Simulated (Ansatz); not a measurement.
# Lutetium (bcc) across density functionals

All rows: Ansatz, plane waves with scalar-relativistic PAW, 420 eV (500 eV for the SCAN forms), relaxed under each functional, no dispersion correction, no zero-point motion. B₀ comes from uniform scaling at fixed shape; a dash is a value not given.

| functional | V (Å³/atom) | cell | B₀ (GPa) | magnetic state | ΔE to hcp (meV/atom) |
| --- | --- | --- | --- | --- | --- |
| PBE | 29.69 | a = 3.901 Å | 43 | spin not included | 141 |
| r²SCAN | 29.61 | a = 3.898 Å | 44 | spin not included | 113 |
| PBEsol | 27.97 | a = 3.824 Å | 46 | spin not included | 153 |
| LDA | 26.24 | a = 3.744 Å | 50 | spin not included | 164 |
| RPBE | 31.14 | a = 3.964 Å | 40 | spin not included | 127 |
| BLYP | 30.23 | a = 3.925 Å | 42 | spin not included | 148 |

Q: What does revPBE give?

A: V (Å³/atom): 30.75; cell: a = 3.947 Å; B₀ (GPa): 41; magnetic state: spin not included; ΔE to hcp (meV/atom): 131.
